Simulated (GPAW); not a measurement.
# Ti (Im-3m) in GPAW: notebook

The runs below take Ti through band structure, equation of state, with LDA, optB88-vdW.

Program: GPAW 26.7.0. These are calculated values, not measurements. Logs are shortened: lines on timing, memory, paths and dates and some standing lists are left out, and cuts for length are marked. The log counts tension as positive stress, the text compression.

**1. The structure**

It takes space group Im-3m (No. 229, cubic). Conventional cell: a = 3.282 Å, b = 3.282 Å, c = 3.282 Å, α = 90.00°, β = 90.00°, γ = 90.00°. Ti (site symmetry m-3m) is surrounded by 8 Ti at 2.84 Å.

This isn't the form of Ti at room conditions, which is hcp.

**2. Band structure, LDA**

run.py

```python
from ase.dft.bandgap import bandgap
from ase.io import read, write
from ase.units import GPa
from gpaw import GPAW, PW, setup_paths

setup_paths.insert(0, '.')

atoms = read('Ti.xyz')

calc = GPAW(mode=PW(600),
            xc='LDA',
            kpts={'size': (11, 11, 11), 'gamma': True},
            occupations={'name': 'fermi-dirac', 'width': 0.05},
            nbands=14,
            convergence={'density': 1e-05, 'energy': 1e-05},
            maxiter=150,
            txt='gpaw.txt')
atoms.calc = calc
energy = atoms.get_potential_energy()
forces = atoms.get_forces()
stress = atoms.get_stress()
calc.write('gs.gpw')
write('result.traj', atoms)
print(f'Energy: {energy:.6f} eV')
print('Forces (eV/A):')
print(forces.round(4))
print('Stress (GPa):', (stress / GPa).round(3))
print('Fermi level:', round(calc.get_fermi_level(), 4), 'eV')
print(f'Gap: {bandgap(calc)[0]:.4f} eV, direct: {bandgap(calc, direct=True)[0]:.4f} eV')

path = atoms.cell.bandpath('GHNGPH,PN', npoints=80, eps=1e-4)
bs_calc = calc.fixed_density(kpts=path, symmetry='off', nbands=21,
                             convergence={'bands': 'CBM+6.0', 'eigenstates': 1e-6}, txt='bands.txt')
bs = bs_calc.band_structure()
bs.write('bs.json')
print(f'Gap on the path: {bandgap(bs_calc)[0]:.4f} eV')
```

Ti.xyz

```xyz
1
Lattice="-1.6410000000 1.6410000000 1.6410000000 1.6410000000 -1.6410000000 1.6410000000 1.6410000000 1.6410000000 -1.6410000000" Properties=species:S:1:pos:R:3 pbc="T T T"
Ti     0.0000000000      0.0000000000      0.0000000000
```

Potentials or basis: PAW data sets generated in the run's folder for this functional, pw.

Started as:

```sh
> gpaw-setup -f LDA Ti
> OMP_NUM_THREADS=1 python run.py
```

gpaw.txt:

```text
__  _  _
 | _ |_)|_||  |
 |__||  | ||/\| - 26.7.0

Input parameters:
  mode=PW(ecut=600.0),
  convergence={'density': 1e-05, 'energy': 1e-05},
  kpts=MonkhorstPack(size=(11, 11, 11), gamma=True),
  maxiter=150,
  nbands=14,
  occupations=Occupations(name='fermi-dirac', width=0.05),
  xc=XC(name='LDA')

Diagonalizing LCAO Hamiltonian
Converting LCAO to pw mode

       Ti

Atoms  # Å, Bohr magnetons
|   | symbol |        x |        y |        z |    initial magnetic moments |
|---|--------|----------|----------|----------|-----------------------------|
| 0 |     Ti | 0.000000 | 0.000000 | 0.000000 | ( 0.0000,  0.0000,  0.0000) |

Unit cell  # Å
| periodic |         x |         y |         z |  lengths |     angles |
|----------|-----------|-----------|-----------|----------|------------|
|      yes | -1.641000 |  1.641000 |  1.641000 | 2.842295 | 109.471221 |
|      yes |  1.641000 | -1.641000 |  1.641000 | 2.842295 | 109.471221 |
|      yes |  1.641000 |  1.641000 | -1.641000 | 2.842295 | 109.471221 |

Number of symmetries: 48
Symmetry operations  # r_c * U_cc + t_c -> r_c
|    | kind |            matrix            |
|----|------|------------------------------|
|  0 |  σ   |  1, 1, 1,  0, 0,-1,  0,-1, 0 |
|  1 |  C4  |  1, 1, 1,  0, 0,-1, -1, 0, 0 |
|  2 |  C2  |  1, 1, 1,  0,-1, 0,  0, 0,-1 |
|  3 |  S6  |  1, 1, 1,  0,-1, 0, -1, 0, 0 |
|  4 |  S6  |  1, 1, 1, -1, 0, 0,  0, 0,-1 |
|  5 |  C4  |  1, 1, 1, -1, 0, 0,  0,-1, 0 |
|  6 |  E   |  1, 0, 0,  0, 1, 0,  0, 0, 1 |
|  7 |  σ   |  1, 0, 0,  0, 1, 0, -1,-1,-1 |
|  8 |  σ   |  1, 0, 0,  0, 0, 1,  0, 1, 0 |
|  9 |  C3  |  1, 0, 0,  0, 0, 1, -1,-1,-1 |
| 10 |  C3  |  1, 0, 0, -1,-1,-1,  0, 1, 0 |
| 11 |  σ   |  1, 0, 0, -1,-1,-1,  0, 0, 1 |
| 12 |  σ   |  0, 1, 0,  1, 0, 0,  0, 0, 1 |
| 13 |  C2  |  0, 1, 0,  1, 0, 0, -1,-1,-1 |
| 14 |  C3  |  0, 1, 0,  0, 0, 1,  1, 0, 0 |
| 15 |  S4  |  0, 1, 0,  0, 0, 1, -1,-1,-1 |
| 16 |  S4  |  0, 1, 0, -1,-1,-1,  1, 0, 0 |
| 17 |  C3  |  0, 1, 0, -1,-1,-1,  0, 0, 1 |
| 18 |  C3  |  0, 0, 1,  1, 0, 0,  0, 1, 0 |
| 19 |  S4  |  0, 0, 1,  1, 0, 0, -1,-1,-1 |
| 20 |  σ   |  0, 0, 1,  0, 1, 0,  1, 0, 0 |
| 21 |  C3  |  0, 0, 1,  0, 1, 0, -1,-1,-1 |
| 22 |  C2  |  0, 0, 1, -1,-1,-1,  1, 0, 0 |
| 23 |  S4  |  0, 0, 1, -1,-1,-1,  0, 1, 0 |
| 24 |  C4  |  0, 0,-1,  1, 1, 1,  0,-1, 0 |
| 25 |  σ   |  0, 0,-1,  1, 1, 1, -1, 0, 0 |
| 26 |  S6  |  0, 0,-1,  0,-1, 0,  1, 1, 1 |
| 27 |  C2  |  0, 0,-1,  0,-1, 0, -1, 0, 0 |
| 28 |  C4  |  0, 0,-1, -1, 0, 0,  1, 1, 1 |
| 29 |  S6  |  0, 0,-1, -1, 0, 0,  0,-1, 0 |
| 30 |  S6  |  0,-1, 0,  1, 1, 1,  0, 0,-1 |
| 31 |  C4  |  0,-1, 0,  1, 1, 1, -1, 0, 0 |
| 32 |  C4  |  0,-1, 0,  0, 0,-1,  1, 1, 1 |
| 33 |  S6  |  0,-1, 0,  0, 0,-1, -1, 0, 0 |
| 34 |  σ   |  0,-1, 0, -1, 0, 0,  1, 1, 1 |
| 35 |  C2  |  0,-1, 0, -1, 0, 0,  0, 0,-1 |
| 36 |  C2  | -1, 0, 0,  1, 1, 1,  0, 0,-1 |
| 37 |  S6  | -1, 0, 0,  1, 1, 1,  0,-1, 0 |
| 38 |  S6  | -1, 0, 0,  0, 0,-1,  1, 1, 1 |
| 39 |  C2  | -1, 0, 0,  0, 0,-1,  0,-1, 0 |
| 40 |  C2  | -1, 0, 0,  0,-1, 0,  1, 1, 1 |
| 41 |  i   | -1, 0, 0,  0,-1, 0,  0, 0,-1 |
| 42 |  S4  | -1,-1,-1,  1, 0, 0,  0, 1, 0 |
| 43 |  C3  | -1,-1,-1,  1, 0, 0,  0, 0, 1 |
| 44 |  C3  | -1,-1,-1,  0, 1, 0,  1, 0, 0 |
| 45 |  σ   | -1,-1,-1,  0, 1, 0,  0, 0, 1 |
| 46 |  S4  | -1,-1,-1,  0, 0, 1,  1, 0, 0 |
| 47 |  C2  | -1,-1,-1,  0, 0, 1,  0, 1, 0 |

BZ-sampling:
  Number of BZ points: 1331
  Number of IBZ points: 56

  Monkhorst-Pack size: [11, 11, 11]
  Monkhorst-Pack shift: [0, 0, 0]

K-points  # in reciprocal-cell coordinates
|     |                                coordinates |     weight |
|-----|--------------------------------------------|------------|
|   0 | (  0.00000000,   0.00000000,   0.00000000) | 0.00075131 |
|   1 | (  0.09090909,   0.00000000,   0.00000000) | 0.00901578 |
|   2 | (  0.09090909,   0.09090909,  -0.09090909) | 0.00450789 |
|   3 | (  0.18181818,   0.00000000,  -0.09090909) | 0.01803156 |
|   4 | (  0.18181818,   0.00000000,   0.00000000) | 0.00901578 |
|   5 | (  0.18181818,   0.09090909,  -0.09090909) | 0.01803156 |
|   6 | (  0.18181818,   0.18181818,  -0.18181818) | 0.00450789 |
|   7 | (  0.27272727,  -0.09090909,  -0.09090909) | 0.00601052 |
|   8 | (  0.27272727,   0.00000000,  -0.09090909) | 0.03606311 |
|   9 | (  0.27272727,   0.00000000,   0.00000000) | 0.00901578 |
| ... |                                            |            |
|  55 | (  0.45454545,   0.45454545,   0.45454545) | 0.00601052 |

Plane wave coefficients: 603
Cutoff: 600.0 eV

Spin-components: 1 (collinear spins)
Bands:           14
Projectors:      6
Spin-degeneracy: 2
Datatype:        complex128

Parallelization:
  kpt:    1
  domain: 1
  band:   1

Density:
  Valence electrons: 12.0
  Components: 1
  Grid points: [18 18 18]
  Charge: 0.0  # |e|

Potential:
  Grid points: [18 18 18]

species:
  Ti:
    name:    Titanium
    Z:       22.0
    valence: 12
    core:    10
    charge:  0.0  # [|e|]
    compensation charges:
      type: gauss
      rc: 0.38  # [Å]
      lmax: 2
    cutoffs:
      filter: 2.23  # [Å]
      core: 1.02  # [Å]
    projectors
    | kind |    occ | energy [eV] | rcut [Å] |
    |------|--------|-------------|----------|
    |   3s |  2.000 |     -62.257 |    1.270 |
    |   4s |  2.000 |      -4.593 |    1.270 |
    |   3p |  6.000 |     -38.791 |    1.058 |
    |   4p |  0.000 |      -1.536 |    1.058 |
    |   3d |  2.000 |      -4.463 |    1.058 |
    |    d |        |      22.748 |    1.058 |

    Using partial waves for Ti as LCAO basis

Reference energy: -23173.949053  # eV

eigensolver:
  PPCG
  Converge bands: occupied
  niter=2

density mixing:
  MSR1-Mixer
  Pratt-step length: 0.05
  Maximum mixing coefficient: 0.75
  Old densities: 10
  SVD Regularization: 0.005
  Good broyden scale: 1.0
  Trust region scale: 1.0
  Backstep threshold: 4.0
  History deletion threshold: 6.0
  Fourier metric: weight=20.0, sigma=0.015

occupation numbers:
  Fermi-Dirac:
    width: 0.0500  # eV

poisson solver:
  ecut: 4800.0  # eV

xc functional:
  name: None

convergence criteria:
- Maximum integral of absolute [dens]ity change: 1e-05 electrons / valence electron
- Maximum [total energy] change in last 3 cyles: 1e-05 eV / valence electron
- Maximum integral of absolute [eigenst]ate change: 4e-08 eV^2 / valence electron
maximum number of iterations: 150

SCF iterations
|iter     | |      energy | eigst |  dens |
|---------|-|-------------|-------|-------|
|iter:   1| |   -7.501545 | -0.08 |       |
|iter:   2| |   -7.451188 | -3.05 | -1.27 |
|iter:   3| |   -7.303763 | -1.90 | -1.33 |
|iter:   4| |   -7.307032 | -3.88 | -2.12 |
|iter:   5| |   -7.308743 | -4.23 | -2.40 |
|iter:   6| |   -7.308756 | -6.41 | -3.66 |
|iter:   7| |   -7.308755c| -6.99 | -3.94 |
|iter:   8| |   -7.308755c| -8.58c| -5.17c|

Converged in 8 steps
Energy contributions relative to reference atoms: (reference = -23173.949053)

Energy contributions:
  Kinetic:           2.719691
  Coulomb:          -2.678569
  Zero:             -0.010556
  External:          0.000000
  Xc:               -7.328507
  Entropy:          -0.021626
  Spinorbit:         0.000000
  ----------------------------
  Free energy:      -7.319568
  Extrapolated:     -7.308755

dipole moment: (-5.241471, -5.241471, -5.241471)  # |e|*Ang

Fermi level: 7.782
Eigenvalues  # (at kpt = [0.000, 0.000, 0.000])
| band index |      eig [eV] | occ [0-2] |
|------------|---------------|-----------|
|          0 |       -48.146 |     2.000 |
|          1 |       -24.340 |     2.000 |
|          2 |       -24.340 |     2.000 |
|          3 |       -24.340 |     2.000 |
|          4 |         1.961 |     2.000 |
|          5 |         8.736 |     0.000 |
|          6 |         8.736 |     0.000 |
|          7 |         8.736 |     0.000 |
|          8 |        10.472 |     0.000 |
|          9 |        10.472 |     0.000 |
|         10 |        25.194 |     0.000 |
|         11 |        25.194 |     0.000 |
|         12 |        25.194 |     0.000 |
|         13 |        30.990 |     0.000 |

No gap
No difference between direct/indirect transitions

Forces  # eV/Ang
|       x |       y |        z |
|---------|---------|----------|
| 0.00000 | 0.00000 | -0.00000 |  # Ti   0

Stress tensor  # eV/Ang^3
|         x |         y |         z |
|-----------|-----------|-----------|
|  0.071234 | -0.000000 | -0.000000 |
| -0.000000 |  0.071234 |  0.000000 |
| -0.000000 |  0.000000 |  0.071234 |

# Writing to gs.gpw (mode='')
```

Wall time 18 s (1 thread of Arm Neoverse V2, shared host); peak memory 0.17 GiB.

What came out:

- Free energy: -7.3196 eV
- Pressure: -11.4 GPa
- Band gap along the path: none (metal or under the smearing width)

Levels at the corners of the path, in eV from the Fermi level:
```tsv
point	band 4	band 5	band 6	band 7	band 8	band 9
Γ	-32.12	-5.82	0.95	0.95	0.95	2.69
H	-32.58	-2.03	-2.03	3.86	3.86	3.86
N	-32.13	-2.39	-0.40	1.18	2.67	3.02
Γ	-32.12	-5.82	0.95	0.95	0.95	2.69
P	-32.45	-0.58	-0.58	-0.58	3.07	3.07
H	-32.58	-2.03	-2.03	3.86	3.86	3.86
P	-32.45	-0.58	-0.58	-0.58	3.07	3.07
N	-32.13	-2.39	-0.40	1.18	2.67	3.02
```

**3. Equation of state, optB88-vdW**

run.py

```python
from ase.eos import EquationOfState
from ase.io import Trajectory, read
from ase.units import GPa
from gpaw import GPAW, PW

atoms = read('POSCAR')

traj = Trajectory('eos.traj', 'w')
volumes, energies = [], []
for x in [0.94, 0.96, 0.98, 1.0, 1.02, 1.04, 1.06]:
    a = atoms.copy()
    a.set_cell(atoms.cell * x**(1 / 3), scale_atoms=True)
    calc = GPAW(mode=PW(600),
                xc={'name': 'optB88-vdW', 'backend': 'libvdwxc'},
                kpts={'size': (11, 11, 11), 'gamma': True},
                occupations={'name': 'fermi-dirac', 'width': 0.05},
                nbands=14,
                convergence={'density': 1e-05, 'energy': 1e-05},
                maxiter=150,
                legacy_gpaw=True,
                txt=f'eos-{x:.2f}.txt')
    a.calc = calc
    energies.append(a.get_potential_energy(force_consistent=True))
    volumes.append(a.get_volume())
    calc.write(f'eos-{x:.2f}.gpw')
    traj.write(a)
    print(f'{x:.2f} {volumes[-1]:10.4f} A^3 {energies[-1]:14.6f} eV', flush=True)

v0, e0, B = EquationOfState(volumes, energies, eos='birchmurnaghan').fit()
print(f'V0 = {v0:.4f} A^3, E0 = {e0:.6f} eV, B0 = {B / GPa:.2f} GPa')
```

POSCAR

```
Ti
1.0
   -1.6410000000      1.6410000000      1.6410000000
    1.6410000000     -1.6410000000      1.6410000000
    1.6410000000      1.6410000000     -1.6410000000
Ti
1
Direct
    0.0000000000      0.0000000000      0.0000000000
```

Potentials or basis: GPAW PAW data sets (gpaw-data 1.2.1), pw.

Started as:

```sh
> OMP_NUM_THREADS=1 python run.py
```

Run time: 44 s. Hardware: 1 thread of Arm Neoverse V2, shared host; peak memory 0.17 GiB.

Results (log left out):

```yaml
Equilibrium_volume: "17.11 Å³/atom (rough: see the caveat)"
Bulk_modulus: 102 GPa (rough)
```

Energy against volume, from the lowest point:
| volume (Å³/atom) | energy (meV/atom) |
| --- | --- |
| 16.616 | 4.39 |
| 16.969 | 0.00 |
| 17.323 | 0.70 |
| 17.676 | 5.21 |
| 18.030 | 14.70 |
| 18.383 | 28.04 |
| 18.737 | 44.96 |

Caveat: the fit is doubtful: noisy points or a state that changes with volume; the PAW data sets were made with another functional, which shifts forces and pressure a little.

**4. Band structure, optB88-vdW**

run.py

```python
from ase.dft.bandgap import bandgap
from ase.io import read, write
from gpaw import GPAW, PW

atoms = read('Ti.cif')

calc = GPAW(mode=PW(600),
            xc={'name': 'optB88-vdW', 'backend': 'libvdwxc'},
            kpts={'size': (11, 11, 11), 'gamma': True},
            occupations={'name': 'fermi-dirac', 'width': 0.05},
            nbands=14,
            convergence={'density': 1e-05, 'energy': 1e-05},
            maxiter=150,
            legacy_gpaw=True,
            txt='gpaw.txt')
atoms.calc = calc
energy = atoms.get_potential_energy()
forces = atoms.get_forces()
calc.write('gs.gpw')
write('result.traj', atoms)
print(f'Energy: {energy:.6f} eV')
print('Forces (eV/A):')
print(forces.round(4))
print('Fermi level:', round(calc.get_fermi_level(), 4), 'eV')
print(f'Gap: {bandgap(calc)[0]:.4f} eV, direct: {bandgap(calc, direct=True)[0]:.4f} eV')

path = atoms.cell.bandpath('GHNGPH,PN', npoints=80, eps=1e-4)
bs_calc = calc.fixed_density(kpts=path, symmetry='off', nbands=21,
                             convergence={'bands': 'CBM+6.0', 'eigenstates': 1e-6}, txt='bands.txt')
bs = bs_calc.band_structure()
bs.write('bs.json')
print(f'Gap on the path: {bandgap(bs_calc)[0]:.4f} eV')
```

Ti.cif

```cif
data_Ti
_cell_length_a 2.84229538
_cell_length_b 2.84229538
_cell_length_c 2.84229538
_cell_angle_alpha 109.47122063
_cell_angle_beta 109.47122063
_cell_angle_gamma 109.47122063
_space_group_name_H-M_alt 'P1'
_space_group_name_Hall 'P 1'
_space_group_IT_number 1
loop_
_space_group_symop_operation_xyz
'x,y,z'
loop_
_atom_site_label
_atom_site_type_symbol
_atom_site_symmetry_multiplicity
_atom_site_Wyckoff_symbol
_atom_site_fract_x
_atom_site_fract_y
_atom_site_fract_z
_atom_site_occupancy
Ti1 Ti 1 a 0.0000000000 0.0000000000 0.0000000000 1
```

Started as:

```sh
> OMP_NUM_THREADS=1 python run.py
```

It took 17 s on 1 thread of Arm Neoverse V2, shared host; peak memory 0.19 GiB.

It converged, with:

```yaml
Free_energy: -20.1377 eV
Band_gap_along_the_path: none (metal or under the smearing width)
```

Levels at the corners of the path, in eV from the Fermi level:
| point | band 2 | band 3 | band 4 | band 5 | band 6 | band 7 | band 8 | band 9 | band 10 |
| --- | --- | --- | --- | --- | --- | --- | --- | --- | --- |
| Γ | -32.42 | -32.42 | -32.42 | -5.77 | 0.94 | 0.94 | 0.94 | 2.63 | 2.63 |
| H | -32.85 | -32.85 | -32.85 | -2.03 | -2.03 | 3.77 | 3.77 | 3.77 | 8.34 |
| N | -33.05 | -32.62 | -32.42 | -2.36 | -0.39 | 1.19 | 2.62 | 2.95 | 4.10 |
| Γ | -32.42 | -32.42 | -32.42 | -5.77 | 0.94 | 0.94 | 0.94 | 2.63 | 2.63 |
| P | -32.73 | -32.73 | -32.73 | -0.58 | -0.58 | -0.58 | 3.01 | 3.01 | 8.93 |
| H | -32.85 | -32.85 | -32.85 | -2.03 | -2.03 | 3.77 | 3.77 | 3.77 | 8.34 |
| P | -32.73 | -32.73 | -32.73 | -0.58 | -0.58 | -0.58 | 3.01 | 3.01 | 8.93 |
| N | -33.05 | -32.62 | -32.42 | -2.36 | -0.39 | 1.19 | 2.62 | 2.95 | 4.10 |

Caveat: the PAW data sets were made with another functional, which shifts forces and pressure a little.

**5. The reference run**

An earlier run on the cell as given: functional PBE; potentials or basis GPAW PAW data sets (gpaw-data 1.2.1); cutoff 600 eV; basis pw; k mesh 11 × 11 × 11; occupations fermi-dirac, width 0.05 eV; no spin polarisation.

* Pressure: -3.0 GPa
* Band gap on the k mesh: none (metal or under the smearing width)

**6. Overview**

| task | level | potentials or basis | band path | band points | older calculator (legacy_gpaw) | pressure (GPa) |
| --- | --- | --- | --- | --- | --- | --- |
| band structure | LDA | PAW data sets generated in the run's folder for this functional, pw | GHNGPH,PN | 80 | - | -11.4 |
| equation of state | optB88-vdW | GPAW PAW data sets (gpaw-data 1.2.1), pw | - | - | yes | - |
| band structure | optB88-vdW | GPAW PAW data sets (gpaw-data 1.2.1), pw | GHNGPH,PN | 80 | yes | - |
| single point | PBE | GPAW PAW data sets (gpaw-data 1.2.1), pw | - | - | - | -3.0 |

Alike in all rows: no spin polarisation; cell as given; k mesh 11 × 11 × 11; cutoff (eV) 600; smearing fermi-dirac 0.05 eV.

Caveats: the PAW data sets were made with another functional, which shifts forces and pressure a little (some runs); the fit is doubtful: noisy points or a state that changes with volume (some runs).

Total energies depend on the potentials used, so only differences within one code and one set of settings carry meaning.
